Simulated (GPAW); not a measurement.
Crystal: PbS.

```
CELL_PARAMETERS angstrom
3.65366 0.00000 0.00000
0.00000 3.65366 0.00000
0.00000 0.00000 3.65366
ATOMIC_POSITIONS crystal
Pb 0.00000 0.00000 0.00000
S 0.50000 0.50000 0.50000
```

Measurements of this composition are mostly on another form, of space group No. 225.

```yaml
Program: GPAW 26.7.0
Task: single point
Functional: PBE
Potentials_or_basis: GPAW PAW data sets (gpaw-data 1.2.1)
Cutoff: 600 eV
Basis: pw
k_mesh: 7 × 7 × 7
Occupations: fermi-dirac, width 0.05 eV
Spin: no spin polarisation
```

On this cell: pressure -0.3 GPa; largest force zero by symmetry; band gap on the k mesh 0.10 eV, indirect (least direct gap 1.43 eV).

The same run follows on a disturbed copy (atoms moved at random, drawn with an rms of 0.05 Å):

```xyz
2
Lattice="3.6537 0.0000 0.0000 0.0000 3.6537 0.0000 0.0000 0.0000 3.6537" Properties=species:S:1:pos:R:3 pbc="T T T"
Pb   -0.0162    0.0321   -0.0141
S     1.8339    1.7952    1.8128
```

**Question.** What does the disturbed cell give?

**Answer.** The energy moves by -1.5 meV/atom; pressure -0.2 GPa; largest force 0.082 eV/Å; band gap on the k mesh 0.09 eV, indirect (least direct gap 1.39 eV).

Forces in eV/Å, atoms in the order of the input:
```
Pb  -0.027  0.077  0.000
S    0.027 -0.077  0.000
```

The energy falls, though the first cell shows no forces: that form is unstable against this distortion, unless noise or another electronic state is at work.

Caveats: spin-orbit coupling is left out, which as a rule narrows the gap of such compounds by several tenths of an eV; an odd mesh through Γ misses points on the zone boundary, where band edges often lie.
